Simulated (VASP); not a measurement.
# CdTe (Cmcm) in VASP: single point with PBE

Aim: the single point of CdTe with PBE.

Everything below comes from runs of VASP 6.6.1. Logs are shortened: lines on timing, memory, paths and dates and some standing lists are left out, and cuts for length are marked.

**1. Starting point**

Symmetry: Cmcm, No. 63, orthorhombic system. The conventional cell has a = 6.131 Å, b = 6.189 Å, c = 6.091 Å, α = 90.00°, β = 90.00°, γ = 90.00°. Around Cd (site symmetry m2m) lie 6 Te at 3.03 to 3.16 Å. Te (site symmetry m2m) has 6 Cd at 3.03 to 3.16 Å as nearest neighbours.

Measurements of this composition are mostly on another form, of space group No. 216.

**2. Single point, PBE**

File INCAR:

```
SYSTEM = CdTe
PREC = Accurate
ENCUT = 520
EDIFF = 1E-7
ISMEAR = -1
SIGMA = 0.05
LREAL = .False.
LASPH = .True.
NELM = 100
ALGO = Fast
ISIF = 2
LWAVE = .False.
LCHARG = .False.
GGA = PE
NBANDS = 26
```

File KPOINTS:

```
regular mesh
0
Gamma
  9 9 6
  0 0 0
```

File POSCAR:

```
CdTe
1.0
    3.0652910000     -3.0946090000      0.0000000000
    3.0652910000      3.0946090000      0.0000000000
    0.0000000000      0.0000000000      6.0906520000
Cd Te
2 2
Direct
    0.2770300000      0.7229700000      0.7500000000
    0.7229700000      0.2770300000      0.2500000000
    0.7661370000      0.2338630000      0.7500000000
    0.2338630000      0.7661370000      0.2500000000
```

Potentials or basis: VASP PAW PBE potentials, release 64 (Cd, Te).

Started as:

```console
$ cat potpaw_PBE.64/Cd/POTCAR potpaw_PBE.64/Te/POTCAR > POTCAR
$ mpirun -np 1 vasp_std > vasp.out
```

OUTCAR:

```text
SYSTEM = CdTe
   PREC = Accurate
   ENCUT = 520
   EDIFF = 1E-7
   ISMEAR = -1
   LREAL = .False.
   LASPH = .True.
   NELM = 100
   ISIF = 2
   GGA = PE

 ion  position               nearest neighbor table
   1  0.277  0.723  0.750-   3 3.03   4 3.06   4 3.06   3 3.07   3 3.07   3 3.16
   2  0.723  0.277  0.250-   4 3.03   3 3.06   3 3.06   4 3.07   4 3.07   4 3.16
   3  0.766  0.234  0.750-   1 3.03   2 3.06   2 3.06   1 3.07   1 3.07   1 3.16
   4  0.234  0.766  0.250-   2 3.03   1 3.06   1 3.06   2 3.07   2 3.07   2 3.16

  LATTYP: Found a base centered orthorhombic cell.
 ALAT       =     6.1305820000
 B/A-ratio  =     1.0095645079
 C/A-ratio  =     0.9934867522

  Lattice vectors:

 A1 = (   3.0652910000,  -3.0946090000,   0.0000000000)
 A2 = (   3.0652910000,   3.0946090000,   0.0000000000)
 A3 = (   0.0000000000,   0.0000000000,   6.0906520000)

Analysis of symmetry for initial positions (statically):
=====================================================================
 Subroutine PRICEL returns:
 Original cell was already a primitive cell.

 Routine SETGRP: Setting up the symmetry group for a
 base centered orthorhombic supercell.

 Subroutine GETGRP returns: Found  8 space group operations
 (whereof  4 operations were pure point group operations)
 out of a pool of  8 trial point group operations.

The static configuration has the point symmetry C_2h.
 The point group associated with its full space group is D_2h.

Analysis of symmetry for dynamics (positions and initial velocities):
=====================================================================
 Subroutine PRICEL returns:
 Original cell was already a primitive cell.

 Routine SETGRP: Setting up the symmetry group for a
 base centered orthorhombic supercell.

 Subroutine GETGRP returns: Found  8 space group operations
 (whereof  4 operations were pure point group operations)
 out of a pool of  8 trial point group operations.

The dynamic configuration has the point symmetry C_2h.
 The point group associated with its full space group is D_2h.

 Subroutine INISYM returns: Found  8 space group operations
 (whereof  4 operations are pure point group operations),
 and found     1 'primitive' translations

----------------------------------------------------------------------------------------

                                     Primitive cell

  volume of cell :     115.5504

  direct lattice vectors                    reciprocal lattice vectors
     3.065291000 -3.094609000  0.000000000     0.163116650 -0.161571300  0.000000000
     3.065291000  3.094609000  0.000000000     0.163116650  0.161571300  0.000000000
     0.000000000  0.000000000  6.090652000     0.000000000  0.000000000  0.164186035

  length of vectors
     4.355756396  4.355756396  6.090652000     0.229591652  0.229591652  0.164186035

  position of ions in fractional coordinates (direct lattice)
     0.277030000  0.722970000  0.750000000
     0.722970000  0.277030000  0.250000000
     0.766137000  0.233863000  0.750000000
     0.233863000  0.766137000  0.250000000

  ion indices of the primitive-cell ions
   primitive index   ion index
                 1           1
                 2           2
                 3           3
                 4           4

----------------------------------------------------------------------------------------

 KPOINTS: regular mesh

Automatic generation of k-mesh.
 Grid dimensions read from file:
 generate k-points for:    9    9    6

 Generating k-lattice:

  Cartesian coordinates                     Fractional coordinates (reciprocal lattice)
     0.018124072 -0.017952367  0.000000000     0.111111111  0.000000000  0.000000000
     0.018124072  0.017952367  0.000000000     0.000000000  0.111111111  0.000000000
     0.000000000  0.000000000  0.027364339     0.000000000  0.000000000  0.166666667

  Length of vectors
     0.025510184  0.025510184  0.027364339

  Shift w.r.t. Gamma in fractional coordinates (k-lattice)
     0.000000000  0.000000000  0.000000000

 Subroutine IBZKPT returns following result:
 ===========================================

 Found    100 irreducible k-points:

 Following reciprocal coordinates:
            Coordinates               Weight
  0.000000  0.000000  0.000000      1.000000
  0.111111  0.000000  0.000000      4.000000
  0.222222 -0.000000  0.000000      4.000000
  0.333333 -0.000000  0.000000      4.000000
  0.444444 -0.000000  0.000000      4.000000
  0.111111  0.111111  0.000000      2.000000
[... 16 lines left out ...]
 -0.333333  0.333333  0.000000      2.000000
  0.444444  0.444444  0.000000      2.000000
 [... further k-points ...]
   k-points           NKPTS =    100   k-points in BZ     NKDIM =    100   number of bands    NBANDS=     26
   number of dos      NEDOS =    301   number of ions     NIONS =      4
   total plane-waves  NPLWV =  49152
   dimension x,y,z NGX =    32 NGY =   32 NGZ =   48
   dimension x,y,z NGXF=    64 NGYF=   64 NGZF=   96
   ions per type =               2   2
   NGX,Y,Z   is equivalent  to a cutoff of  12.21, 12.21, 13.10 a.u.
   NGXF,Y,Z  is equivalent  to a cutoff of  24.43, 24.43, 26.20 a.u.
 SYSTEM =  CdTe
   PREC   = accura    normal or accurate (medium, high low for compatibility)
   ISTART =      0    job   : 0-new  1-cont  2-samecut
   ICHARG =      2    charge: 1-file 2-atom 10-const
   ISPIN  =      1    spin polarized calculation?
   LNONCOLLINEAR =      F non collinear calculations
   LSORBIT =      F    spin-orbit coupling
   LASPH  =      T    aspherical Exc in radial PAW
   ENCUT  =  520.0 eV  38.22 Ry    6.18 a.u.   8.10  8.10 11.32*2*pi/ulx,y,z
   NELM   =    100;   NELMIN=  2; NELMDL= -5     # of ELM steps
   EDIFF  = 0.1E-06   stopping-criterion for ELM
   LREAL  =      F    real-space projection
   EDIFFG = 0.1E-05   stopping-criterion for IOM
   NSW    =      0    number of steps for IOM
   IBRION =     -1    ionic relax: 0-MD 1-quasi-New 2-CG
   NFREE  =      0    steps in history (QN), initial steepest desc. (CG)
   ISIF   =      2    stress and relaxation
   ISYM   =      2    0-nonsym 1-usesym 2-fastsym
   POTIM  = 0.5000    time-step for ionic-motion
   TEBEG  =    0.0;   TEEND  =   0.0 temperature during run
   PSTRESS=    0.0 pullay stress
   NELECT =      36.0000    total number of electrons
   NUPDOWN=      -1.0000    fix difference up-down
   EMIN   =  10.00;   EMAX   =-10.00  energy-range for DOS
   EFERMI =   0.00;   METHOD = LEGACY
   ISMEAR =    -1;   SIGMA  =   0.05  broadening in eV -4-tet -1-fermi 0-gaus
   EFERMI_NEDOS =   21; number of points for ismear=-14 and -15
   IALGO  =     68    algorithm
   IMIX   =      4    mixing-type and parameters
     AMIX     =   0.40;   BMIX     =  1.00
     AMIX_MAG =   1.60;   BMIX_MAG =  1.00
  volume/ion in A,a.u.               =      28.89       194.94
  Fermi-wavevector in a.u.,A,eV,Ry     =   1.109818  2.097253 16.758252  1.231697
  Thomas-Fermi vector in A             =   2.246363
   LORBIT       =      0    0 simple, 1 ext, 2 COOP (PROOUT), +10 PAW based schemes
   GGA     = PE    functional components
   LHFCALC =     F    Hartree Fock is set to
   AEXX    =    0.0000 exact exchange contribution
   IVDW    =     0    specifies the selected vdW correction
   LEPSILON=     F    determine dielectric tensor
   LRPA    =     F    only Hartree local field effects (RPA)
 non-spin polarized calculation
 RMM-DIIS sequential band-by-band and
  energy-cutoff  :      520.00
  volume of cell :      115.55
 maximum number of plane-waves:      3152
   NGX = 17   NGY = 17   NGZ = 23

 number of electron      36.0000000 magnetization

 Free energy of the ion-electron system (eV)
  ---------------------------------------------------
  ext. energy  EPLUGINS =         0.00000000
  ---------------------------------------------------
  free energy    TOTEN  =        -8.89551170 eV

  energy without entropy =       -8.87810723  energy(sigma->0) =       -8.88680946

 E-fermi :   3.7569     XC(G=0):  -9.6460

 val. band max:        3.7409937605   @ k =   0.4444  -0.0000   0.1667
 cond. band min:       3.7590540813   @ k =   0.3333  -0.0000   0.1667
 fundamental gap:      0.0180603208
 Fermi energy:         3.7568740596

 k-point     1 :       0.0000    0.0000    0.0000
  band No.  band energies     occupation
      1      -7.7106      2.00000
      2      -6.8951      2.00000
      3      -4.5024      2.00000
      4      -4.4892      2.00000
      5      -4.4743      2.00000
      6      -4.4516      2.00000
[... 18 lines left out ...]
     25      11.3720      0.00000
     26      11.5198      0.00000

 k-point     2 :       0.1111    0.0000    0.0000
  band No.  band energies     occupation
      1      -7.6484      2.00000
      2      -6.8674      2.00000
      3      -4.5011      2.00000
      4      -4.4953      2.00000
      5      -4.4836      2.00000
      6      -4.4532      2.00000
[... 18 lines left out ...]
     25      10.8501      0.00000
     26      11.5227      0.00000

 k-point     3 :       0.2222   -0.0000    0.0000
  band No.  band energies     occupation
      1      -7.4728      2.00000
      2      -6.8010      2.00000
      3      -4.5325      2.00000
      4      -4.5175      2.00000
      5      -4.4843      2.00000
      6      -4.4765      2.00000
[... 18 lines left out ...]
     25      10.9283      0.00000
     26      11.0547      0.00000

 k-point     4 :       0.3333   -0.0000    0.0000
  band No.  band energies     occupation
      1      -7.2219      2.00000
      2      -6.7466      2.00000
      3      -4.5687      2.00000
      4      -4.5601      2.00000
      5      -4.5059      2.00000
      6      -4.4682      2.00000
[... 18 lines left out ...]
     25       9.7970      0.00000
     26      11.2615      0.00000

 k-point     5 :       0.4444   -0.0000    0.0000
  band No.  band energies     occupation
      1      -6.9731      2.00000
      2      -6.7740      2.00000
      3      -4.5904      2.00000
      4      -4.5863      2.00000
      5      -4.5077      2.00000
      6      -4.4787      2.00000
[... 18 lines left out ...]
     25       9.7827      0.00000
     26      10.6623      0.00000

 k-point     6 :       0.1111    0.1111    0.0000
  band No.  band energies     occupation
      1      -7.5873      2.00000
      2      -6.8423      2.00000
      3      -4.5236      2.00000
      4      -4.4895      2.00000
      5      -4.4767      2.00000
      6      -4.4687      2.00000
[... 427 lines left out ...]
 k-point    21 :       0.4444    0.3333    0.0000
  band No.  band energies     occupation
      1      -6.9428      2.00000
      2      -6.8636      2.00000
      3      -4.5055      2.00000
      4      -4.4874      2.00000
      5      -4.4790      2.00000
      6      -4.4459      2.00000
[... 18 lines left out ...]
     25      12.3736      0.00000
     26      12.5651      0.00000

 k-point    22 :      -0.4444    0.3333    0.0000
  band No.  band energies     occupation
      1      -6.9567      2.00000
      2      -6.8582      2.00000
      3      -4.5010      2.00000
      4      -4.4915      2.00000
      5      -4.4743      2.00000
      6      -4.4492      2.00000
[... 18 lines left out ...]
     25      12.4235      0.00000
     26      12.5802      0.00000

 k-point    23 :      -0.3333    0.3333    0.0000
  band No.  band energies     occupation
      1      -7.0454      2.00000
      2      -6.8102      2.00000
      3      -4.5064      2.00000
      4      -4.4930      2.00000
      5      -4.4780      2.00000
      6      -4.4462      2.00000
[... 18 lines left out ...]
     25      11.7091      0.00000
     26      11.8969      0.00000

 k-point    24 :       0.4444    0.4444    0.0000
  band No.  band energies     occupation
      1      -6.9249      2.00000
      2      -6.9016      2.00000
      3      -4.5114      2.00000
      4      -4.5021      2.00000
      5      -4.4480      2.00000
      6      -4.4319      2.00000
[... 18 lines left out ...]
     25      12.9225      0.00000
     26      13.1319      0.00000

 [... further k-points ...]
[... 5 lines left out ...]
  --------------------------------------------------------------------------------------
  -------------------------------------------------------------------------------------
  Total       -0.1491442     -0.1910549      0.1112088      0.0000000     -0.0000000      0.0000000
  in kB       -2.0679767     -2.6490941      1.5419784      0.0000000     -0.0000000      0.0000000
  external PRESSURE =      -1.0583641 kB  Pullay stress =       0.0000000 kB

 VOLUME and BASIS-vectors are now :
 -----------------------------------------------------------------------------
  energy-cutoff  :      520.00
  volume of cell :      115.55
      direct lattice vectors                 reciprocal lattice vectors
     3.065291000 -3.094609000  0.000000000     0.163116650 -0.161571300  0.000000000
     3.065291000  3.094609000  0.000000000     0.163116650  0.161571300  0.000000000
     0.000000000  0.000000000  6.090652000     0.000000000  0.000000000  0.164186035

 POSITION                                       TOTAL-FORCE (eV/Angst)
 -----------------------------------------------------------------------------------
      3.06529      1.38001      4.56799         0.000000      0.042904      0.000000
      3.06529     -1.38001      1.52266         0.000000     -0.042904     -0.000000
      3.06529     -1.64718      4.56799         0.000000      0.031159      0.000000
      3.06529      1.64718      1.52266         0.000000     -0.031159     -0.000000
 -----------------------------------------------------------------------------------
    total drift:                                0.000000     -0.000000      0.000000

  FREE ENERGIE OF THE ION-ELECTRON SYSTEM (eV)
  ---------------------------------------------------
  free  energy   TOTEN  =        -8.8955116989 eV

  energy  without entropy=       -8.8781072304  energy(sigma->0) =       -8.88680946
```

It took 2.3 min on 1 thread of Intel Xeon Platinum 8488C (Sapphire Rapids), shared host; peak memory 0.4 GiB.

What came out:

| Item | Value |
| --- | --- |
| Free energy | -8.8955 eV |
| Pressure | -0.1 GPa |
| Largest force | 0.043 eV/Å |
| Band gap on the k mesh | none (metal or under the smearing width) |

Forces on the atoms (eV/Å):
```
Cd   0.000  0.043  0.000
Cd   0.000 -0.043  0.000
Te   0.000  0.031  0.000
Te   0.000 -0.031  0.000
```

Spin-orbit coupling is left out, which matters for the levels of Te.
